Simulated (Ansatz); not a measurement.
# Mo: the cost of one run

Computed with Ansatz 0.2.0 (DFT PBE, scalar-relativistic, plane waves, PAW, unless a step's input says otherwise).

3 further runs of the same task are left out: 3 set aside as unsound or not needed.

**1. The starting structure**

It takes space group R-3m (No. 166, trigonal). The conventional cell has a = 4.808 Å, b = 4.808 Å, c = 5.687 Å, α = 90.00°, β = 90.00°, γ = 120.00°. Mo (site symmetry 3m) is surrounded by 1 Mo at 2.24 Å.

Coordinates:

```cif
data_structure
_symmetry_space_group_name_H-M 'P 1'
_symmetry_Int_Tables_number 1
_cell_length_a 3.3613
_cell_length_b 3.3613
_cell_length_c 3.3613
_cell_angle_alpha 91.311
_cell_angle_beta 91.311
_cell_angle_gamma 91.311
_cell_volume 37.95
loop_
_atom_site_label
_atom_site_type_symbol
_atom_site_fract_x
_atom_site_fract_y
_atom_site_fract_z
_atom_site_occupancy
Mo1 Mo 0.30327 0.30327 0.30327 1
Mo2 Mo 0.69673 0.69673 0.69673 1
```

This is candidate A: random cell with space group R-3m (No. 166).

**2. A loose first relaxation (candidate A)**

File input.yaml:

```yaml
crystal:
  lattice:
    - [2.4038500305, 1.3878634622, 1.8957360069]
    - [-2.4038500305, 1.3878634622, 1.8957360069]
    - [0.0, -2.7757269244, 1.8957360069]
  atoms:
    - { symbol: Mo, position: [0.30327, 0.30327, 0.30327] }
    - { symbol: Mo, position: [0.69673, 0.69673, 0.69673] }
basis:
  ecutwfc: 420
kpoints:
  mp_grid: { grid: [6, 6, 6] }
hamiltonian:
  xc: pbe
scf:
  occupations: { method: gaussian, width: 0.1 }
  lower_state_search: "off"
output:
  forces: true
  stress: true
  eigenvalues: true
relax:
  adjacent_minimum: "off"
  f_tol: 0.04
  max_steps: 70
  cell: { stress_tol: 0.4 }
```

**Question.** How long does this run take on 1 thread of an x86-64 CPU, shared host, and how much memory does it need?

About 9.6 s, with a peak of 0.43 GiB.
